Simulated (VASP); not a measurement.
# OH2 in VASP: further runs

The runs below take OH2 through relaxation of the atoms, single point, with PBE+D3(BJ), PBE, RPBE, RPBE+D3(BJ), optB86b-vdW.

Everything below comes from runs of VASP 6.6.1. Logs are shortened: lines on timing, memory, paths and dates and some standing lists are left out, and cuts for length are marked.

### 1 The molecule as given

The cell holds a molecule in a box, 3 atoms: a = 12.015 Å, b = 12.515 Å, c = 13.015 Å, α = 90.00°, β = 90.00°, γ = 90.00°.

### 2 Relaxation of the atoms, PBE+D3(BJ)

INCAR reads:

```
ALGO = Normal ; EDIFF = 1E-6
EDIFFG = -0.03 ; ENCUT = 400
GGA = PE ; IBRION = 2
ISIF = 2 ; ISMEAR = 0
ISYM = 0 ; IVDW = 12
LASPH = True ; LCHARG = False
LREAL = False ; LWAVE = False
NELM = 100 ; NSW = 120
PREC = Accurate ; SIGMA = 0.01
```

KPOINTS reads:

```
k-points
0
Gamma
  1 1 1
```

POSCAR reads:

```
H2O
1.0
   12.0145847441      0.0000000000      0.0000000000
    0.0000000000     12.5145847441      0.0000000000
    0.0000000000      0.0000000000     13.0145847441
O H
1 2
Selective dynamics
Direct
    0.5024678145      0.4982754152      0.5285342228  F F F
    0.4964049317      0.5673680846      0.4971237700  T T T
    0.5011272538      0.4463425152      0.4743420072  T T T
```

Potentials or basis: VASP PAW PBE potentials, release 64 (O, H).

On the command line:

```sh
$ cat potpaw_PBE.64/O/POTCAR potpaw_PBE.64/H/POTCAR > POTCAR
$ mpirun -np 4 vasp_gam > vasp.out
```

OUTCAR:

```text
EDIFF = 1E-6
   EDIFFG = -0.03
   ENCUT = 400
   GGA = PE
   IBRION = 2
   ISIF = 2
   ISMEAR = 0
   ISYM = 0
   IVDW = 12
   LASPH = True
   LREAL = False
   NELM = 100
   NSW = 120
   PREC = Accurate
 IVDW          = 12

 ion  position               nearest neighbor table
   1  0.502  0.498  0.529-   2 0.96   3 0.96
   2  0.496  0.567  0.497-   1 0.96
   3  0.501  0.446  0.474-   1 0.96

IMPORTANT INFORMATION: All symmetrisations will be switched off!
NOSYMM: (Re-)initialisation of all symmetry stuff for point group C_1.

----------------------------------------------------------------------------------------

                                     Primitive cell

  volume of cell :    1956.8409

  direct lattice vectors                    reciprocal lattice vectors
    12.014584744  0.000000000  0.000000000     0.083232173  0.000000000  0.000000000
     0.000000000 12.514584744  0.000000000     0.000000000  0.079906766  0.000000000
     0.000000000  0.000000000 13.014584744     0.000000000  0.000000000  0.076836873

  length of vectors
    12.014584744 12.514584744 13.014584744     0.083232173  0.079906766  0.076836873

  position of ions in fractional coordinates (direct lattice)
     0.502467815  0.498275415  0.528534223
     0.496404932  0.567368085  0.497123770
     0.501127254  0.446342515  0.474342007

  ion indices of the primitive-cell ions
   primitive index   ion index
                 1           1
                 2           2
                 3           3

----------------------------------------------------------------------------------------

 KPOINTS: k-points

Automatic generation of k-mesh.
 Grid dimensions read from file:
 generate k-points for:    1    1    1

 Generating k-lattice:

  Cartesian coordinates                     Fractional coordinates (reciprocal lattice)
     0.083232173  0.000000000  0.000000000     1.000000000  0.000000000  0.000000000
     0.000000000  0.079906766  0.000000000     0.000000000  1.000000000  0.000000000
     0.000000000  0.000000000  0.076836873     0.000000000  0.000000000  1.000000000

  Length of vectors
     0.083232173  0.079906766  0.076836873

  Shift w.r.t. Gamma in fractional coordinates (k-lattice)
     0.000000000  0.000000000  0.000000000

 Subroutine IBZKPT returns following result:
 ===========================================

 Found      1 irreducible k-points:

 Following reciprocal coordinates:
            Coordinates               Weight
  0.000000  0.000000  0.000000      1.000000
   k-points           NKPTS =      1   k-points in BZ     NKDIM =      1   number of bands    NBANDS=      8
   number of dos      NEDOS =    301   number of ions     NIONS =      3
   total plane-waves  NPLWV = 604800
   dimension x,y,z NGX =    80 NGY =   84 NGZ =   90
   dimension x,y,z NGXF=   160 NGYF=  168 NGZF=  180
   ions per type =               1   2
   NGX,Y,Z   is equivalent  to a cutoff of  11.07, 11.16, 11.50 a.u.
   NGXF,Y,Z  is equivalent  to a cutoff of  22.14, 22.32, 22.99 a.u.
 SYSTEM =  unknown system
   PREC   = accura    normal or accurate (medium, high low for compatibility)
   ISTART =      0    job   : 0-new  1-cont  2-samecut
   ICHARG =      2    charge: 1-file 2-atom 10-const
   ISPIN  =      1    spin polarized calculation?
   LNONCOLLINEAR =      F non collinear calculations
   LSORBIT =      F    spin-orbit coupling
   LASPH  =      T    aspherical Exc in radial PAW
   ENCUT  =  400.0 eV  29.40 Ry    5.42 a.u.  19.59 20.41 21.22*2*pi/ulx,y,z
   NELM   =    100;   NELMIN=  2; NELMDL= -5     # of ELM steps
   EDIFF  = 0.1E-05   stopping-criterion for ELM
   LREAL  =      F    real-space projection
   EDIFFG = -.3E-01   stopping-criterion for IOM
   NSW    =    120    number of steps for IOM
   IBRION =      2    ionic relax: 0-MD 1-quasi-New 2-CG
   NFREE  =      1    steps in history (QN), initial steepest desc. (CG)
   ISIF   =      2    stress and relaxation
   ISYM   =      0    0-nonsym 1-usesym 2-fastsym
   POTIM  = 0.5000    time-step for ionic-motion
   TEBEG  =    0.0;   TEEND  =   0.0 temperature during run
   PSTRESS=    0.0 pullay stress
   NELECT =       8.0000    total number of electrons
   NUPDOWN=      -1.0000    fix difference up-down
   EMIN   =  10.00;   EMAX   =-10.00  energy-range for DOS
   EFERMI =   0.00;   METHOD = LEGACY
   ISMEAR =     0;   SIGMA  =   0.01  broadening in eV -4-tet -1-fermi 0-gaus
   EFERMI_NEDOS =   21; number of points for ismear=-14 and -15
   IALGO  =     38    algorithm
   IMIX   =      4    mixing-type and parameters
     AMIX     =   0.40;   BMIX     =  1.00
     AMIX_MAG =   1.60;   BMIX_MAG =  1.00
  volume/ion in A,a.u.               =     652.28      4401.80
  Fermi-wavevector in a.u.,A,eV,Ry     =   0.261770  0.494673  0.932318  0.068523
  Thomas-Fermi vector in A             =   1.090972
   LORBIT       =      0    0 simple, 1 ext, 2 COOP (PROOUT), +10 PAW based schemes
   GGA     = PE    functional components
   LHFCALC =     F    Hartree Fock is set to
   AEXX    =    0.0000 exact exchange contribution
   IVDW    =    12    specifies the selected vdW correction
   LEPSILON=     F    determine dielectric tensor
   LRPA    =     F    only Hartree local field effects (RPA)
 conjugate gradient relaxation of ions
 non-spin polarized calculation
 Gauss-broadening in eV      SIGMA  =   0.01
  energy-cutoff  :      400.00
  volume of cell :     1956.84
 maximum number of plane-waves:     17783
 NGX is ok and might be reduce to    80
   NGX = 39   NGY = 41   NGZ = 43

--------------------------------------- Ionic step        1  -------------------------------------------

 number of electron       8.0000004 magnetization

 Free energy of the ion-electron system (eV)
  ---------------------------------------------------
  ext. energy  EPLUGINS =         0.00000000
  ---------------------------------------------------
  free energy    TOTEN  =       -14.22180126 eV

  energy without entropy =      -14.22180126  energy(sigma->0) =      -14.22180126

------------------------ aborting loop because EDIFF is reached ----------------------------------------

 Edisp (eV)   -0.00981

 E8    (eV) :    -0.0023

  FORCE on cell =-STRESS in cart. coord.  units (eV):
  Direction    XX          YY          ZZ          XY          YZ          ZX
  --------------------------------------------------------------------------------------
  -------------------------------------------------------------------------------------
  Total      -0.88163    -0.12725    -0.26542    -0.03750     0.02381     0.04382
  in kB      -0.72184    -0.10419    -0.21732    -0.03071     0.01949     0.03588
  external pressure =       -0.35 kB  Pullay stress =        0.00 kB

 VOLUME and BASIS-vectors are now :
 -----------------------------------------------------------------------------
  energy-cutoff  :      400.00
  volume of cell :     1956.84
      direct lattice vectors                 reciprocal lattice vectors
    12.014584744  0.000000000  0.000000000     0.083232173  0.000000000  0.000000000
     0.000000000 12.514584744  0.000000000     0.000000000  0.079906766  0.000000000
     0.000000000  0.000000000 13.014584744     0.000000000  0.000000000  0.076836873
[... 124 lines left out ...]
 POSITION                                       TOTAL-FORCE (eV/Angst)
 -----------------------------------------------------------------------------------
      6.03694      6.23571      6.87865         0.010567     -0.025010      0.128656
      5.96265      7.10730      6.45428        -0.002055     -0.070625     -0.080718
      6.01966      5.58516      6.15630        -0.008513      0.095635     -0.047938
 -----------------------------------------------------------------------------------
    total drift:                                0.000920     -0.000713     -0.000154

  FREE ENERGIE OF THE ION-ELECTRON SYSTEM (eV)
  ---------------------------------------------------
  free  energy   TOTEN  =       -14.2417939229 eV

  energy  without entropy=      -14.2417939229  energy(sigma->0) =      -14.24179392

--------------------------------------- Ionic step        5  -------------------------------------------

 number of electron       8.0000007 magnetization

 Free energy of the ion-electron system (eV)
  ---------------------------------------------------
  ext. energy  EPLUGINS =         0.00000000
  ---------------------------------------------------
  free energy    TOTEN  =       -14.23322461 eV

  energy without entropy =      -14.23322461  energy(sigma->0) =      -14.23322461

 E-fermi :  -7.1068     XC(G=0):  -0.3101

 val. band max:       -7.1716569879   @ k =   0.0000   0.0000   0.0000
 cond. band min:      -0.9638950965   @ k =   0.0000   0.0000   0.0000
 fundamental gap:      6.2077618914
 Fermi energy:        -7.1067532926

 k-point     1 :       0.0000    0.0000    0.0000
  band No.  band energies     occupation
      1     -25.2445      2.00000
      2     -13.0375      2.00000
      3      -9.2278      2.00000
      4      -7.1717      2.00000
      5      -0.9639      0.00000
      6       0.2052      0.00000
      7       0.4764      0.00000
      8       0.7067      0.00000

------------------------ aborting loop because EDIFF is reached ----------------------------------------

 Edisp (eV)   -0.00981

 E8    (eV) :    -0.0023

  FORCE on cell =-STRESS in cart. coord.  units (eV):
  Direction    XX          YY          ZZ          XY          YZ          ZX
  --------------------------------------------------------------------------------------
  -------------------------------------------------------------------------------------
  Total      -0.88761    -0.73025    -0.81274    -0.00765     0.01049     0.00638
  in kB      -0.72674    -0.59790    -0.66544    -0.00627     0.00858     0.00522
  external pressure =       -0.66 kB  Pullay stress =        0.00 kB
[... 10 lines left out ...]
 POSITION                                       TOTAL-FORCE (eV/Angst)
 -----------------------------------------------------------------------------------
      6.03694      6.23571      6.87865        -0.000653      0.001634     -0.012564
      5.96213      7.10225      6.44315         0.000665     -0.006916      0.004620
      6.01860      5.59397      6.14787        -0.000012      0.005281      0.007944
 -----------------------------------------------------------------------------------
    total drift:                                0.000929     -0.000704     -0.000006

  FREE ENERGIE OF THE ION-ELECTRON SYSTEM (eV)
  ---------------------------------------------------
  free  energy   TOTEN  =       -14.2430366052 eV

  energy  without entropy=      -14.2430366052  energy(sigma->0) =      -14.24303661

 reached required accuracy - stopping structural energy minimisation
```

Run time: 1.9 min. Hardware: 4 MPI ranks of Intel Xeon Platinum 8259CL at 2.50GHz (Skylake/Cascade Lake), shared host; peak memory 0.41 GiB.

What came out:

```
Free energy                     : -14.2430 eV
Energy gained by relaxing       : 3.8 meV/atom
Ionic steps                     : 5
Gap between the frontier levels : 6.21 eV
Dispersion energy per atom      : -0.003 eV
```

The path:
```tsv
step	energy change (eV)	largest force (eV/Å)	pressure (GPa)
1	0.0000	0.9613	-0.03
2	0.0036	0.7852	-0.11
3	-0.0081	0.2191	-0.07
4	-0.0102	0.1315	-0.07
5	-0.0114	0.0127	-0.07
```

Final structure:
```
O H
1.0
    12.01458    0.00000    0.00000
     0.00000   12.51458    0.00000
     0.00000    0.00000   13.01458
O H
1 2
Direct
  0.50247 0.49828 0.52853
  0.49624 0.56752 0.49507
  0.50094 0.44700 0.47238
```

Caveat: the cutoff is under 1.25 times the usual one of these potentials, so pressure, stress and relaxed cells hold a basis-set (Pulay) error. As with any semilocal functional, this PBE gap is likely too small.

### 3 Single point, PBE

INCAR reads:

```
SYSTEM = H2O
  ALGO = Normal
  EDIFF = 1E-6
  ENCUT = 400
  GGA = PE
  ISIF = 2
  ISMEAR = 0
  ISYM = 0
  LASPH = .TRUE.
  LCHARG = .FALSE.
  LREAL = .FALSE.
  LWAVE = .FALSE.
  NBANDS = 11
  NELM = 100
  PREC = Accurate
  SIGMA = 0.01
```

KPOINTS reads:

```
k-points
0
G
  1 1 1
  0 0 0
```

POSCAR reads:

```
H2O                                     
1.0
   12.0145847441      0.0000000000      0.0000000000
    0.0000000000     12.5145847441      0.0000000000
    0.0000000000      0.0000000000     13.0145847441
  O               H             
     1     2
Selective dynamics
Direct
     0.5024678145000010    0.4982754151999984    0.5285342227999976   F   F   F
     0.4962411910111757    0.5675178108578427    0.4950717666896859   T   T   T
     0.5009411419750280    0.4469963100358348    0.4723833046154108   T   T   T
```

Potentials or basis: VASP PAW PBE potentials, release 64 (O, H).

On the command line:

```sh
$ cat potpaw_PBE.64/O/POTCAR potpaw_PBE.64/H/POTCAR > POTCAR
$ mpirun -np 4 vasp_gam > vasp.out
```

OUTCAR:

```text
SYSTEM = H2O
   EDIFF = 1E-6
   ENCUT = 400
   GGA = PE
   ISIF = 2
   ISMEAR = 0
   ISYM = 0
   LASPH = .TRUE.
   LREAL = .FALSE.
   NELM = 100
   PREC = Accurate

 ion  position               nearest neighbor table
   1  0.502  0.498  0.529-   2 0.97   3 0.97
   2  0.496  0.568  0.495-   1 0.97
   3  0.501  0.447  0.472-   1 0.97

IMPORTANT INFORMATION: All symmetrisations will be switched off!
NOSYMM: (Re-)initialisation of all symmetry stuff for point group C_1.

----------------------------------------------------------------------------------------

                                     Primitive cell

  volume of cell :    1956.8409

  direct lattice vectors                    reciprocal lattice vectors
    12.014584744  0.000000000  0.000000000     0.083232173  0.000000000  0.000000000
     0.000000000 12.514584744  0.000000000     0.000000000  0.079906766  0.000000000
     0.000000000  0.000000000 13.014584744     0.000000000  0.000000000  0.076836873

  length of vectors
    12.014584744 12.514584744 13.014584744     0.083232173  0.079906766  0.076836873

[... 109 lines left out ...]

 val. band max:       -7.1716585826   @ k =   0.0000   0.0000   0.0000
 cond. band min:      -0.9635013924   @ k =   0.0000   0.0000   0.0000
 fundamental gap:      6.2081571902
 Fermi energy:        -7.0556992880

 k-point     1 :       0.0000    0.0000    0.0000
  band No.  band energies     occupation
      1     -25.2445      2.00000
      2     -13.0375      2.00000
      3      -9.2278      2.00000
      4      -7.1717      2.00000
      5      -0.9635      0.00000
      6       0.2064      0.00000
      7       0.4806      0.00000
      8       0.7042      0.00000
      9       0.7915      0.00000
     10       0.8607      0.00000
     11       0.9203      0.00000
     12       1.3376      0.00000

------------------------ aborting loop because EDIFF is reached ----------------------------------------

  FORCE on cell =-STRESS in cart. coord.  units (eV):
  Direction    XX          YY          ZZ          XY          YZ          ZX
  --------------------------------------------------------------------------------------
  -------------------------------------------------------------------------------------
  Total       -0.8874932     -0.7300840     -0.8127098     -0.0076543      0.0105073      0.0063701
  in kB       -0.7266414     -0.5977614     -0.6654119     -0.0062670      0.0086029      0.0052155
  external PRESSURE =      -0.6632716 kB  Pullay stress =       0.0000000 kB

 VOLUME and BASIS-vectors are now :
 -----------------------------------------------------------------------------
  energy-cutoff  :      400.00
  volume of cell :     1956.84
      direct lattice vectors                 reciprocal lattice vectors
    12.014584744  0.000000000  0.000000000     0.083232173  0.000000000  0.000000000
     0.000000000 12.514584744  0.000000000     0.000000000  0.079906766  0.000000000
     0.000000000  0.000000000 13.014584744     0.000000000  0.000000000  0.076836873

 POSITION                                       TOTAL-FORCE (eV/Angst)
 -----------------------------------------------------------------------------------
      6.03694      6.23571      6.87865        -0.000661      0.001654     -0.012674
      5.96213      7.10225      6.44315         0.000668     -0.006887      0.004682
      6.01860      5.59397      6.14787        -0.000007      0.005233      0.007992
 -----------------------------------------------------------------------------------
    total drift:                                0.000929     -0.000701     -0.000022

  FREE ENERGIE OF THE ION-ELECTRON SYSTEM (eV)
  ---------------------------------------------------
  free  energy   TOTEN  =       -14.2332246893 eV

  energy  without entropy=      -14.2332246893  energy(sigma->0) =      -14.23322469
```

Run time: 35 s. Hardware: 4 MPI ranks of Intel Xeon Platinum 8259CL at 2.50GHz (Skylake/Cascade Lake), shared host; peak memory 0.38 GiB.

What came out:

| Quantity | Value |
| --- | --- |
| Free energy | -14.2332 eV |
| Largest force | 0.013 eV/Å |
| Gap between the frontier levels | 6.21 eV |

Forces on the atoms (eV/Å):
```
O   -0.001  0.002 -0.013
H    0.001 -0.007  0.005
H    0.000  0.005  0.008
```

Caveat: the cutoff is under 1.25 times the usual one of these potentials, so pressure, stress and relaxed cells hold a basis-set (Pulay) error.

### 4 Single point, RPBE

INCAR: that of step 3 with these lines changed.

```diff
@@ -4,3 +4,3 @@
   ENCUT = 400
-  GGA = PE
+  GGA = RP
   ISIF = 2
```

KPOINTS is that of step 3.

POSCAR is that of step 3.

On the command line:

```sh
$ cat potpaw_PBE.64/O/POTCAR potpaw_PBE.64/H/POTCAR > POTCAR
$ mpirun -np 4 vasp_gam > vasp.out
```

It took 38 s on 4 MPI ranks of Intel Xeon Platinum 8259CL at 2.50GHz (Skylake/Cascade Lake), shared host; peak memory 0.38 GiB.

The run converged. Its results:

```yaml
Free_energy: -14.1716 eV
Largest_force: 0.040 eV/Å
Gap_between_the_frontier_levels: 6.08 eV
```

Forces in eV/Å, atoms in the order of the input:
```
O    0.003 -0.008  0.039
H   -0.001  0.000 -0.021
H   -0.002  0.009 -0.018
```

Levels at points of the mesh, in eV from the valence-band top:
```
           k point  band 2  band 3  band 4  band 5  band 6  band 7
(0.00, 0.00, 0.00)   -5.89   -2.08    0.00    6.08    7.33    7.55
```

Caveat: the cutoff is under 1.25 times the usual one of these potentials, so pressure, stress and relaxed cells hold a basis-set (Pulay) error; the PAW data sets were made with another functional, which shifts forces and pressure a little. As with any semilocal functional, this RPBE gap is likely too small.

### 5 Single point, RPBE+D3(BJ)

INCAR: that of step 4 with these lines changed.

```diff
@@ -8,2 +8,3 @@
   ISYM = 0
+  IVDW = 12
   LASPH = .TRUE.
```

KPOINTS is that of step 4.

POSCAR is that of step 4.

On the command line:

```sh
$ cat potpaw_PBE.64/O/POTCAR potpaw_PBE.64/H/POTCAR > POTCAR
$ mpirun -np 4 vasp_gam > vasp.out
```

Run time: 35 s. Hardware: 4 MPI ranks of Intel Xeon Platinum 8259CL at 2.50GHz (Skylake/Cascade Lake), shared host; peak memory 0.39 GiB.

It converged, with:

| Property | Result |
| --- | --- |
| Free energy | -14.2252 eV |
| Largest force | 0.041 eV/Å |
| Gap between the frontier levels | 6.08 eV |
| Dispersion energy per atom | -0.018 eV |

Forces in eV/Å, atoms in the order of the input:
```
O    0.004 -0.008  0.040
H   -0.001 -0.002 -0.022
H   -0.002  0.011 -0.018
```

Levels at points of the mesh, in eV from the valence-band top:
```csv
k point,band 1,band 2,band 3,band 4,band 5,band 6,band 7,band 8
"(0.00, 0.00, 0.00)",-18.17,-5.89,-2.08,0.00,6.08,7.33,7.55,7.81
```

Caveat: the cutoff is under 1.25 times the usual one of these potentials, so pressure, stress and relaxed cells hold a basis-set (Pulay) error; the PAW data sets were made with another functional, which shifts forces and pressure a little.

(Continued in part 2 of 2.)
